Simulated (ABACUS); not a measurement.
# Te (R-3m) in ABACUS: a series of runs

Runs on Te. Level: PBE. Tasks: equation of state.

Program: ABACUS 3.10.1. These are calculated values, not measurements. Logs are shortened: lines on timing, memory, paths and dates and some standing lists are left out, and cuts for length are marked.

## (1) Starting point

The structure is trigonal, space group R-3m (No. 166). Conventional cell: a = 4.612 Å, b = 4.612 Å, c = 5.073 Å, α = 90.00°, β = 90.00°, γ = 120.00°. Te (site symmetry -3m) has 6 Te at 3.15 Å as nearest neighbours.

This isn't the form of Te at room conditions, which is trigonal, of chains.

## (2) Equation of state, PBE, 29.28 Å³/atom (volume scaled by 0.94)

Input file INPUT:

```
INPUT_PARAMETERS
suffix              Te
calculation         scf
basis_type          lcao
pseudo_dir          ./
orbital_dir         ./
symmetry            1
dft_functional      pbe
ecutwfc             100
pseudo_rcut         10
nspin               1
nbands              9
ks_solver           genelpa
smearing_method     fd
smearing_sigma      0.00367493
scf_thr             1e-07
scf_nmax            100
mixing_type         broyden
mixing_beta         0.7
cal_force           1
cal_stress          1
out_mul             1
```

Input file STRU:

```
ATOMIC_SPECIES
Te 127.6000 Te.upf

NUMERICAL_ORBITAL
Te_confined-atom_8au_1s1p1d.orb

LATTICE_CONSTANT
1.8897261246

LATTICE_VECTORS
2.2588318621 1.3041371837 1.6564347588
-2.2588318621 1.3041371837 1.6564347588
0.0000000000 -2.6082743673 1.6564347588

ATOMIC_POSITIONS
Direct

Te
0.0
1
0.5000000000 0.5000000000 0.5000000000 1 1 1
```

Input file KPT:

```
K_POINTS
0
Gamma
9 9 9 0 0 0
```

Potentials or basis: PseudoDojo NC SR 0.4.1 PBE standard, SZ LCAO (the cutoffs set its grid).

On the command line:

```
OMP_NUM_THREADS=1 mpirun -np 4 abacus > log
```

running log:

```text
ABACUS v3.10.1

               Atomic-orbital Based Ab-initio Computation at UStc

 ------------------------------------------------------------------------------------

 READING GENERAL INFORMATION
                           global_out_dir = OUT.Te/
                           global_in_card = INPUT
                               pseudo_dir = ./
                              orbital_dir = ./
                                    DSIZE = 4
                                    GSIZE = 1

 READING UNITCELL INFORMATION
                                    ntype = 1
                  lattice constant (Bohr) = 1.88973
              lattice constant (Angstrom) = 1

 READING ATOM TYPE 1
                               atom label = Te
                      L=0, number of zeta = 1
                      L=1, number of zeta = 1
                      L=2, number of zeta = 1
             number of atom for this type = 1

                        TOTAL ATOM NUMBER = 1
DIRECT COORDINATES
    atom                   x                   y                   z     mag                  vx                  vy                  vz
taud_Te1            0.5000000000        0.5000000000        0.5000000000  0.0000        0.0000000000        0.0000000000        0.0000000000

                          Volume (Bohr^3) = 197.574
                             Volume (A^3) = 29.2774

 Lattice vectors: (Cartesian coordinate: in unit of a_0)
             +2.25883            +1.30414            +1.65643
             -2.25883            +1.30414            +1.65643
                   +0            -2.60827            +1.65643
 Reciprocal vectors: (Cartesian coordinate: in unit of 2 pi/a_0)
            +0.221353           +0.127798           +0.201235
            -0.221353           +0.127798           +0.201235
                   +0           -0.255597           +0.201235
 The esolver type has been set to : ksdft_lcao

                PAO radial cut off (Bohr) = 10

 Read in pseudopotential file is Te.upf
                     pseudopotential type = NC
          exchange-correlation functional = PBE
                 nonlocal core correction = 1
                        valence electrons = 16
                                     lmax = 2
                           number of zeta = 3
                     number of projectors = 6
                           L of projector = 0
                           L of projector = 0
                           L of projector = 1
                           L of projector = 1
                           L of projector = 2
                           L of projector = 2
     initial pseudo atomic orbital number = 9

 SETUP THE ELECTRONS NUMBER
            electron number of element Te = 16
      total electron number of element Te = 16
            AUTOSET number of electrons:  = 16
                           occupied bands = 8
                                   NLOCAL = 9
                                   NBANDS = 9
                                   NBANDS = 9
                                   NLOCAL = 9

%%%%%%%%%%%%%%%%%%%%%%%%%%%%%%%%%%%%%%%%%%%%%%%%%%%%%%%%%%%%%%%%%%%%%%%%%%%%%%%%%%%%%%%%%%%%%%%%%%%%%%%%%%
 Warning: the number of valence electrons in pseudopotential > 6 for Te: [Kr] 4d10 5s2 5p4
 Pseudopotentials with additional electrons can yield (more) accurate outcomes, but may be less efficient.
 If you're confident that your chosen pseudopotential is appropriate, you can safely ignore this warning.
%%%%%%%%%%%%%%%%%%%%%%%%%%%%%%%%%%%%%%%%%%%%%%%%%%%%%%%%%%%%%%%%%%%%%%%%%%%%%%%%%%%%%%%%%%%%%%%%%%%%%%%%%%

 SETUP THE PLANE WAVE BASIS
 energy cutoff for charge/potential (unit:Ry) = 400
            fft grid for charge/potential = [ 40, 40, 40 ]
                        fft grid division = [ 5, 5, 5 ]
        big fft grid for charge/potential = [ 8, 8, 8 ]
                                     nbxx = 128
                                     nrxx = 16000

 SETUP PLANE WAVES FOR CHARGE/POTENTIAL
                    number of plane waves = 26701
                         number of sticks = 1083

 PARALLEL PW FOR CHARGE/POTENTIAL
     PROC   COLUMNS(POT)             PW
        1            270           6673
        2            271           6676
        3            271           6676
        4            271           6676
 --------------- sum -------------------
        4           1083          26701
                            number of |g| = 1776
[... 62 lines left out ...]
                             BRAVAIS TYPE = 7
                     BRAVAIS LATTICE NAME = 07. Rhombohedral (Trigonal) cell
                                    ibrav = 7
                       right hand lattice = 1
(for k-lattice: )
                             BRAVAIS TYPE = 7
                     BRAVAIS LATTICE NAME = 07. Rhombohedral (Trigonal) cell
                                    ibrav = 7
                       right hand lattice = 1
                        ROTATION MATRICES = 12
                               nkstot_ibz = 85
K-POINTS REDUCTION ACCORDING TO SYMMETRY
     IBZ    DIRECT_X    DIRECT_Y    DIRECT_Z  WEIGHT  ibz2bz
       1  0.00000000  0.00000000  0.00000000  0.0014       0
       2  0.11111111  0.00000000  0.00000000  0.0082       1
       3  0.22222222  0.00000000  0.00000000  0.0082       2
       4  0.33333333  0.00000000  0.00000000  0.0082       3
       5  0.44444444  0.00000000  0.00000000  0.0082       4
       6  0.11111111  0.11111111  0.00000000  0.0082      10
[... 22 lines left out ...]
      29  0.11111111  0.11111111  0.44444444  0.0082      94
      30 -0.11111111 -0.11111111  0.44444444  0.0082      95
[... 55 further k points ...]

                               nkstot now = 85
[... K-POINTS DIRECT COORDINATES: 85 rows ...]

           k-point number in this process = 85
       minimum distributed K point number = 85
[... stars of the k points ...]

[... K-POINTS CARTESIAN COORDINATES: 85 rows ...]

[... K-POINTS DIRECT COORDINATES: 85 rows ...]

 SETUP PLANE WAVES FOR WAVE FUNCTIONS
     energy cutoff for wavefunc (unit:Ry) = 100
              fft grid for wave functions = [ 40, 40, 40 ]
                    number of plane waves = 4289
                         number of sticks = 323

 PARALLEL PW FOR WAVE FUNCTIONS
     PROC   COLUMNS(POT)             PW
        1             81           1073
        2             81           1072
        3             80           1072
        4             81           1072
 --------------- sum -------------------
        4            323           4289

 SET NONLOCAL PSEUDOPOTENTIAL PROJECTORS
 max number of nonlocal projetors among all species is 6

 -------------------------------------------
 SELF-CONSISTENT
 -------------------------------------------

 SETUP SEARCHING RADIUS FOR PROGRAM TO SEARCH ADJACENT ATOMS
                  longest orb rcut (Bohr) = 8
   longest nonlocal projector rcut (Bohr) = 2.3
                     search radius (Bohr) = 20.6
              searching radius is (Bohr)) = 20.6
         searching radius unit is (Bohr)) = 1.89
                         PeriodicBoundary = 1
                        Radius(unit:lat0) = 10.9
                                   glayer = [ 5, 5, 5 ]
                             glayer_minus = [ 4, 4, 4 ]

Find the coordinate range of the input atom(unit:lat0).
                                  min_tau = [ -18.1, -20.9, -17.4 ]
                                  max_tau = [ 18.1, 20.9, 22.4 ]
                                BoxNumber = [ 9, 9, 9 ]

 SETUP EXTENDED REAL SPACE GRID FOR GRID INTEGRATION
                          real space grid = [ 40, 40, 40 ]
                 big cell numbers in grid = [ 8, 8, 8 ]
             meshcell numbers in big cell = [ 5, 5, 5 ]
                        extended fft grid = [ 12, 12, 12 ]
                dimension of extened grid = [ 33, 33, 33 ]
                            UnitCellTotal = 125
              Atom number in sub-FFT-grid = 1
    Local orbitals number in sub-FFT-grid = 9
                                ParaV.nnr = 2525
                                 init_chg = atomic

 LCAO ALGORITHM --------------- ION=   1  ELEC=   1--------------------------------

 Density error is 0.0112028943087
----------------------------------------------------------
     Energy           Rydberg                 eV
----------------------------------------------------------
 E_KohnSham     -209.6512723625      -2852.4518970802
 E_Harris       -209.2500365404      -2846.9928036578
 E_Fermi        0.8752351171         11.9081846820
----------------------------------------------------------
[... 58 lines left out ...]
 Density error is 6.06367314218e-09
----------------------------------------------------------
     Energy           Rydberg                 eV
----------------------------------------------------------
 E_KohnSham     -209.6511309925      -2852.4499736428
 E_KS(sigma->0) -209.6509574787      -2852.4476128667
 E_Harris       -209.6511310828      -2852.4499748709
 E_band         -16.1854929052       -220.2149284488
 E_one_elec     -84.9965650990       -1156.4375957747
 E_Hartree      49.5268959325        673.8479889345
 E_xc           -49.3607731074       -671.5877719463
 E_Ewald        -124.8203416910      -1698.2678733040
 E_entropy(-TS) -0.0003470276        -0.0047215522
 E_descf        0.0000000000         0.0000000000
 E_exx          0.0000000000         0.0000000000
 E_Fermi        0.8877753639         12.0788034931
----------------------------------------------------------

 charge density convergence is achieved
 final etot is -2852.4499736 eV
 EFERMI = 12.078803493 eV

 STATE ENERGY(eV) AND OCCUPATIONS    NSPIN == 1
 1/85 kpoint (Cartesian) = 0.0000 0.0000 0.0000 (840 pws)
       1       -25.5312     0.00274348
       2       -25.5312     0.00274348
       3       -25.4280     0.00274348
       4       -25.4280     0.00274348
       5       -25.3818     0.00274348
       6       -2.78250     0.00274348
       7        12.9121    1.58688e-10
       8        13.4773    1.95472e-15
       9        13.4773    1.95472e-15
[... 45 lines left out ...]
 6/85 kpoint (Cartesian) = 0.0000 0.028400 0.044719 (850 pws)
       1       -25.5270      0.0164609
       2       -25.5178      0.0164609
       3       -25.4311      0.0164609
       4       -25.4291      0.0164609
       5       -25.3849      0.0164609
       6       -2.42915      0.0164609
       7        11.6150      0.0164594
       8        11.8867      0.0161155
       9        13.6271    5.85715e-16

[... levels at 79 further k points ...]

 correction force for each atom along direction 1 is -2.64875e-15
 correction force for each atom along direction 2 is 8.51366e-16
 correction force for each atom along direction 3 is 4.40147e-14
------------------------------------------------------------------------------------------
 TOTAL-FORCE (eV/Angstrom)
------------------------------------------------------------------------------------------
                       Te1         0.0000000000         0.0000000000         0.0000000000
------------------------------------------------------------------------------------------

----------------------------------------------------------------
 TOTAL-STRESS (KBAR)
----------------------------------------------------------------
       193.5418533614        -0.0000000000        -0.0000000000
         0.0000000000       193.5418533527        -0.0000000039
        -0.0000000000        -0.0000000039       170.4183385921
----------------------------------------------------------------
 TOTAL-PRESSURE: 185.834015 KBAR

 --------------------------------------------
 !FINAL_ETOT_IS -2852.4499736428278993 eV
 --------------------------------------------
```

It took 1.8 s on 4 MPI ranks of AMD EPYC 7B13 (Zen 3), shared host; peak memory 0.36 GiB.

The run converged, but some of its settings lie outside the range that counts as converged, so its numbers aren't taken as properties of the crystal.

Results:

```yaml
Free_energy: -2852.4500 eV
Pressure: 18.6 GPa
Band_gap_on_the_k_mesh: none (metal or under the smearing width)
```

Caveat: the atomic orbitals were generated for these runs and aren't a published set; the basis of atomic orbitals isn't converged, which shifts pressures, moduli and gaps.

## (3) Equation of state, PBE, 29.90 Å³/atom (volume scaled by 0.96)

INPUT is that of step 2.

Input file STRU:

```
ATOMIC_SPECIES
Te 127.6000 Te.upf

NUMERICAL_ORBITAL
Te_confined-atom_8au_1s1p1d.orb

LATTICE_CONSTANT
1.8897261246

LATTICE_VECTORS
2.2747396529 1.3133215509 1.6681001767
-2.2747396529 1.3133215509 1.6681001767
0.0000000000 -2.6266431019 1.6681001767

ATOMIC_POSITIONS
Direct

Te
0.0
1
0.5000000000 0.5000000000 0.5000000000 1 1 1
```

KPT is that of step 2.

Potentials or basis: PseudoDojo NC SR 0.4.1 PBE standard, SZ LCAO (the cutoffs set its grid).

On the command line:

```
OMP_NUM_THREADS=1 mpirun -np 4 abacus > log
```

Run time: 1.8 s. Hardware: 4 MPI ranks of AMD EPYC 7B13 (Zen 3), shared host; peak memory 0.36 GiB.

These settings aren't checked as converged: the numbers below hold their error.

What came out:

```yaml
Free_energy: -2852.5174 eV
Pressure: 16.1 GPa
Band_gap_on_the_k_mesh: none (metal or under the smearing width)
```

Caveat: the atomic orbitals were generated for these runs and aren't a published set; the basis of atomic orbitals isn't converged, which shifts pressures, moduli and gaps.

## (4) Equation of state, PBE, 30.52 Å³/atom (volume scaled by 0.98)

INPUT is that of step 3.

Input file STRU:

```
ATOMIC_SPECIES
Te 127.6000 Te.upf

NUMERICAL_ORBITAL
Te_confined-atom_8au_1s1p1d.orb

LATTICE_CONSTANT
1.8897261246

LATTICE_VECTORS
2.2904280083 1.3223792272 1.6796046794
-2.2904280083 1.3223792272 1.6796046794
0.0000000000 -2.6447584544 1.6796046794

ATOMIC_POSITIONS
Direct

Te
0.0
1
0.5000000000 0.5000000000 0.5000000000 1 1 1
```

KPT is that of step 3.

On the command line:

```
OMP_NUM_THREADS=1 mpirun -np 4 abacus > log
```

Wall time 1.7 s (4 MPI ranks of AMD EPYC 7B13 (Zen 3), shared host); peak memory 0.36 GiB.

These settings aren't checked as converged: the numbers below hold their error.

Results:

```yaml
Free_energy: -2852.5757 eV
Pressure: 13.9 GPa
Band_gap_on_the_k_mesh: none (metal or under the smearing width)
```

Caveat: the atomic orbitals were generated for these runs and aren't a published set; the basis of atomic orbitals isn't converged, which shifts pressures, moduli and gaps.

## (5) Equation of state, PBE, 31.15 Å³/atom

INPUT is that of step 4.

Input file STRU:

```
ATOMIC_SPECIES
Te 127.6000 Te.upf

NUMERICAL_ORBITAL
Te_confined-atom_8au_1s1p1d.orb

LATTICE_CONSTANT
1.8897261246

LATTICE_VECTORS
2.3059043427 1.3313144930 1.6909537039
-2.3059043427 1.3313144930 1.6909537039
0.0000000000 -2.6626289860 1.6909537039

ATOMIC_POSITIONS
Direct

Te
0.0
1
0.5000000000 0.5000000000 0.5000000000 1 1 1
```

KPT is that of step 4.

On the command line:

```
OMP_NUM_THREADS=1 mpirun -np 4 abacus > log
```

Run time: 1.8 s. Hardware: 4 MPI ranks of AMD EPYC 7B13 (Zen 3), shared host; peak memory 0.36 GiB.

The run converged, but some of its settings lie outside the range that counts as converged, so its numbers aren't taken as properties of the crystal.

Results:

| Item | Value |
| --- | --- |
| Free energy | -2852.6258 eV |
| Pressure | 11.9 GPa |
| Band gap on the k mesh | none (metal or under the smearing width) |

Caveat: the atomic orbitals were generated for these runs and aren't a published set; the basis of atomic orbitals isn't converged, which shifts pressures, moduli and gaps.

## (6) Equation of state, PBE, 31.77 Å³/atom (volume scaled by 1.02)

INPUT is that of step 5.

Input file STRU:

```
ATOMIC_SPECIES
Te 127.6000 Te.upf

NUMERICAL_ORBITAL
Te_confined-atom_8au_1s1p1d.orb

LATTICE_CONSTANT
1.8897261246

LATTICE_VECTORS
2.3211756774 1.3401314022 1.7021523992
-2.3211756774 1.3401314022 1.7021523992
0.0000000000 -2.6802628044 1.7021523992

ATOMIC_POSITIONS
Direct

Te
0.0
1
0.5000000000 0.5000000000 0.5000000000 1 1 1
```

KPT is that of step 5.

Potentials or basis: PseudoDojo NC SR 0.4.1 PBE standard, SZ LCAO (the cutoffs set its grid).

On the command line:

```
OMP_NUM_THREADS=1 mpirun -np 4 abacus > log
```

Wall time 1.8 s (4 MPI ranks of AMD EPYC 7B13 (Zen 3), shared host); peak memory 0.36 GiB.

These settings aren't checked as converged: the numbers below hold their error.

What came out:

```yaml
Free_energy: -2852.6683 eV
Pressure: 10.1 GPa
Band_gap_on_the_k_mesh: none (metal or under the smearing width)
```

Caveat: the atomic orbitals were generated for these runs and aren't a published set; the basis of atomic orbitals isn't converged, which shifts pressures, moduli and gaps.

## (7) Equation of state, PBE, 32.39 Å³/atom (volume scaled by 1.04)

INPUT is that of step 6.

Input file STRU:

```
ATOMIC_SPECIES
Te 127.6000 Te.upf

NUMERICAL_ORBITAL
Te_confined-atom_8au_1s1p1d.orb

LATTICE_CONSTANT
1.8897261246

LATTICE_VECTORS
2.3362486691 1.3488337980 1.7132056465
-2.3362486691 1.3488337980 1.7132056465
0.0000000000 -2.6976675961 1.7132056465

ATOMIC_POSITIONS
Direct

Te
0.0
1
0.5000000000 0.5000000000 0.5000000000 1 1 1
```

KPT is that of step 6.

On the command line:

```
OMP_NUM_THREADS=1 mpirun -np 4 abacus > log
```

Run time: 1.7 s. Hardware: 4 MPI ranks of AMD EPYC 7B13 (Zen 3), shared host; peak memory 0.36 GiB.

The run converged, but some of its settings lie outside the range that counts as converged, so its numbers aren't taken as properties of the crystal.

Results:

- Free energy: -2852.7042 eV
- Pressure: 8.4 GPa
- Band gap on the k mesh: none (metal or under the smearing width)

Caveat: the atomic orbitals were generated for these runs and aren't a published set; the basis of atomic orbitals isn't converged, which shifts pressures, moduli and gaps.

## (8) Equation of state, PBE, 33.01 Å³/atom (volume scaled by 1.06)

INPUT is that of step 7.

Input file STRU:

```
ATOMIC_SPECIES
Te 127.6000 Te.upf

NUMERICAL_ORBITAL
Te_confined-atom_8au_1s1p1d.orb

LATTICE_CONSTANT
1.8897261246

LATTICE_VECTORS
2.3511296351 1.3574253277 1.7241180786
-2.3511296351 1.3574253277 1.7241180786
0.0000000000 -2.7148506555 1.7241180786

ATOMIC_POSITIONS
Direct

Te
0.0
1
0.5000000000 0.5000000000 0.5000000000 1 1 1
```

KPT is that of step 7.

On the command line:

```
OMP_NUM_THREADS=1 mpirun -np 4 abacus > log
```

Run time: 1.7 s. Hardware: 4 MPI ranks of AMD EPYC 7B13 (Zen 3), shared host; peak memory 0.36 GiB.

The run converged, but some of its settings lie outside the range that counts as converged, so its numbers aren't taken as properties of the crystal.

What came out:

```
Free energy            : -2852.7339 eV
Pressure               : 6.9 GPa
Band gap on the k mesh : none (metal or under the smearing width)
```

Caveat: the atomic orbitals were generated for these runs and aren't a published set; the basis of atomic orbitals isn't converged, which shifts pressures, moduli and gaps.

## (9) Equation of state, PBE

Potentials or basis: PseudoDojo NC SR 0.4.1 PBE standard, SZ LCAO (the cutoffs set its grid).

This step only gathers the single runs of the series.

These settings aren't checked as converged: the numbers below hold their error.

What came out:

| Property | Result |
| --- | --- |
| Equilibrium volume | outside the volumes run |

Caveat: the atomic orbitals were generated for these runs and aren't a published set; the basis of atomic orbitals isn't converged, which shifts pressures, moduli and gaps.
